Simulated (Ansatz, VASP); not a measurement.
# Cross-check of HfSiO4 (Hafnon) between VASP and Ansatz, part 3 of 3

Wanted: the spread between two codes on one cell, functional and k mesh. The structure shown comes from an earlier Ansatz run, which isn't shown and may have moved the atoms alone.

VASP 6.6.1 and Ansatz 0.2.0.

So far: The starting structure; Ansatz: elastic constants, LDA; VASP: elastic constants, LDA.

## 4. Side by side

Known differences besides the potentials themselves: the data sets hold 108 valence electrons in Ansatz (on its default PAW (the set named soft_2) files) and 76 in VASP; the cutoff is 420 eV in Ansatz and 600 eV in VASP; VASP's log shows a relativistic correction to its local exchange, Ansatz's none; VASP takes each elastic constant from one size of strain, Ansatz from those that its log lists. Total energies have different zeros and are not compared.

The two programs side by side:

| quantity | Ansatz | VASP | difference |
| --- | --- | --- | --- |
| C11 (GPa) | 418.7 | 418.3 | +0.10 % |
| C22 (GPa) | 418.7 | 418.3 | +0.10 % |
| C33 (GPa) | 480.1 | 482.0 | -0.40 % |
| C12 (GPa) | 61.3 | 65.4 | -6.24 % |
| C13 (GPa) | 145.1 | 147.7 | -1.81 % |
| C23 (GPa) | 145.1 | 147.7 | -1.81 % |
| C44 (GPa) | 111.0 | 111.5 | -0.42 % |
| C55 (GPa) | 111.0 | 111.5 | -0.42 % |
| C66 (GPa) | 52.0 | 53.4 | -2.53 % |

## 5. Summary of results

```
difference in C12 (elastic constants, LDA) : -6.2 %
```

In words: The difference in C12 is -6.2 % (elastic constants, LDA), beyond the 5 % picked in this series as the mark of a large difference. The data sets hold unlike numbers of valence electrons (108 in Ansatz and 76 in VASP), so part of the differences comes from the potentials. Such differences can come from data sets, numerical settings and the points named under the comparisons, not from the functional's error against experiment.

[Lines on the potential files, build, host, timing and source positions are cut from VASP's logs without a mark.]

[Logs are printed without paths, hosts, clocks, repeated set-up lines and the standing remarks that a program may print on its own settings, such as how far it seeks lower states.]

[Hosts, paths, dates, database ids (printed as entryN), source tags and the programs' standing remarks are cut or masked in the printed files.]
